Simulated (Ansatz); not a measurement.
The cell comes from COD entry 9007432, which wasn't checked; take it as a given geometry. The listed cell was then made from it by scaling, straining or moving an atom.

An input for TiO2: DFT, PBE, all-electron PAW with datasets made for the crystal, scalar-relativistic (Ansatz 0.2.0).

Command: `ansatz run input.yaml --threads 2 --pin off --max-ram 6144MiB --backend cpu --events-out ev --progress --plain --runs-dir out` The run took 16 s on 2 threads of Arm Neoverse V2, with other jobs on the host, peak memory 0.81 GiB.

```yaml
crystal:
  lattice:
    - [4.594, 0.0, 0.0]
    - [0.0, 4.594, 0.0]
    - [0.0, 0.0, 3.04777]
  atoms:
    - { symbol: Ti, position: [0.0, 0.0, 0.0] }
    - { symbol: Ti, position: [0.5, 0.5, 0.5] }
    - { symbol: O, position: [0.306, 0.306, 0.0] }
    - { symbol: O, position: [0.194, 0.806, 0.5] }
    - { symbol: O, position: [0.694, 0.694, 0.0] }
    - { symbol: O, position: [0.806, 0.194, 0.5] }
kpoints:
  mp_grid: { grid: [7, 7, 10] }
scf:
  occupations: { method: fermi_dirac, width: 0.05 }
hamiltonian:
  xc: pbe
  pseudopotentials: { kind: all_electron, datasets: crystal }
output:
  forces: true
  stress: true
  eigenvalues: true
  efg: { contact_densities: true }
```

The results part of the log:

```
SCF 1 converged in 11 iterations: F = -54668.352235 eV  dr2 = 8.10e-9
  Residual-converged pass: ⟨swp⟩=4.0  Hψ=4788  notcnv=0  max |occ|·‖R‖ = 6.6e-6 eV (tolerance 6.7e-6 eV)  dr2=8.14e-9  dr2_onsite=7.91e-9  max |Δocc| = 1.0e-12
  greatest PAW one-centre occupation: 0.986 electrons in one spin orbital (limit 2), on the Ti atom at site 1 (counted from 0), in its partial waves of l = 0
SCF converged after 11 iterations
Free energy (F): -54668.352235 eV
Harris-Foulkes:  -54668.352235 eV  (|F-HF|=2.14e-9)
Internal energy: -54668.352235 eV  (E = F + TS)
E sigma→0 (E₀):  -54668.352235 eV
Past the cutoff: the bands carry plane waves up to 1.75 times it, of which those up to 1.5 times it add -0.000141 eV an atom, each by itself; the spheres take 0.000086 eV an atom off the energy for waves past 1.75 times it
By the cutoff:   a pressure is off by up to 0.006 GPa (1.2 times the spheres' own share and the shells' term, over an atom's volume, and 0.004 GPa: a bound that held against runs at twice the plane waves)
Past the cutoffs: a stress includes 0.0015 GPa for waves and charges beyond them, in addition to the slope of what the spheres take
In the spheres:  the bands' charges fall short by 2.9e-7 e at most (sound up to 1e-3)
Fermi energy:    9.902529 eV
--- Per-component energies (eV) ---
  The terms above E_closure are by the made datasets' own strengths, without shells solved beside the bands.
--- Forces (eV/Å), atoms counted from 1 ---
  atom   1  Ti     0.00000000    -0.00000000     0.00000000
  atom   2  Ti    -0.00000000    -0.00000000    -0.00000000
  atom   3  O     -0.06615587    -0.06615587    -0.00000000
  atom   4  O      0.06615587    -0.06615587    -0.00000000
  atom   5  O      0.06615587     0.06615587     0.00000000
  atom   6  O     -0.06615587     0.06615587     0.00000000
  max |Σ_I F_I| component: 1.39e-17 eV/Å
--- Stress (GPa, compression-positive) ---
        0.586369       0.000000       0.000000
        0.000000       0.586369       0.000000
        0.000000       0.000000      -9.122666
  P = ⅓ Tr σ = -2.6500 GPa (-26.500 kbar)
--- PAW observables at the nuclei: V_zz in 10²¹ V/m², potentials from the cell's mean, atoms counted from 1 ---
  atom   1  Ti V_zz =    +2.026992   η = 0.9215   by run symmetry: allowed
            electrostatic potential = -2526.181090 V   contact ρ = 56839.041786 e/Å³
  atom   2  Ti V_zz =    +2.026992   η = 0.9215   by run symmetry: allowed
            electrostatic potential = -2526.181090 V   contact ρ = 56839.041786 e/Å³
  atom   3  O  V_zz =    -2.459268   η = 0.7339   by run symmetry: allowed
            electrostatic potential = -624.349463 V   contact ρ = 2158.054032 e/Å³
  atom   4  O  V_zz =    -2.459268   η = 0.7339   by run symmetry: allowed
            electrostatic potential = -624.349463 V   contact ρ = 2158.054032 e/Å³
  atom   5  O  V_zz =    -2.459268   η = 0.7339   by run symmetry: allowed
            electrostatic potential = -624.349463 V   contact ρ = 2158.054032 e/Å³
  atom   6  O  V_zz =    -2.459268   η = 0.7339   by run symmetry: allowed
            electrostatic potential = -624.349463 V   contact ρ = 2158.054032 e/Å³
--- Band table (eV; the first three rows and the last of 60) ---
  k-point 0: bands = ["-48.0067", "-47.9913", "-24.2996", "-24.2996", "-24.1504", "-24.1504", "-24.1309", "-24.0982", "-9.0797", "-7.9476", "-7.2404", "-7.2404", "3.3685", "3.7969", "4.2970", "5.1913", "5.1913", "6.5919", "6.5919", "6.8803", "8.2319", "8.6106", "8.6106", "9.0371", "10.8390", "11.1887", "11.2481"]
  k-point 1: bands = ["-48.0036", "-47.9890", "-24.2907", "-24.2907", "-24.1639", "-24.1496", "-24.1496", "-24.1333", "-8.9862", "-7.8985", "-7.2835", "-7.2835", "3.4995", "3.8932", "4.4040", "5.1213", "5.1213", "6.6140", "6.7626", "6.7626", "7.8468", "8.4105", "8.4105", "8.9748", "11.0595", "11.1990", "11.2569"]
  k-point 2: bands = ["-47.9955", "-47.9830", "-24.2665", "-24.2665", "-24.2493", "-24.2243", "-24.1482", "-24.1482", "-8.7299", "-7.7787", "-7.3959", "-7.3959", "3.8588", "4.1474", "4.7200", "5.0443", "5.0443", "6.0123", "7.0400", "7.1060", "7.1060", "7.9182", "7.9182", "8.7292", "11.1385", "11.3750", "11.4608"]
  k-point 59: bands = ["-47.9706", "-47.9706", "-24.4627", "-24.4608", "-24.1763", "-24.1760", "-24.1744", "-24.1721", "-7.8508", "-7.7757", "-7.6408", "-7.5644", "4.2409", "4.4263", "4.5422", "4.6558", "5.5176", "5.6444", "6.4844", "6.5027", "7.7187", "7.7635", "8.2947", "8.3527", "11.3057", "11.5138", "11.8629"]
```
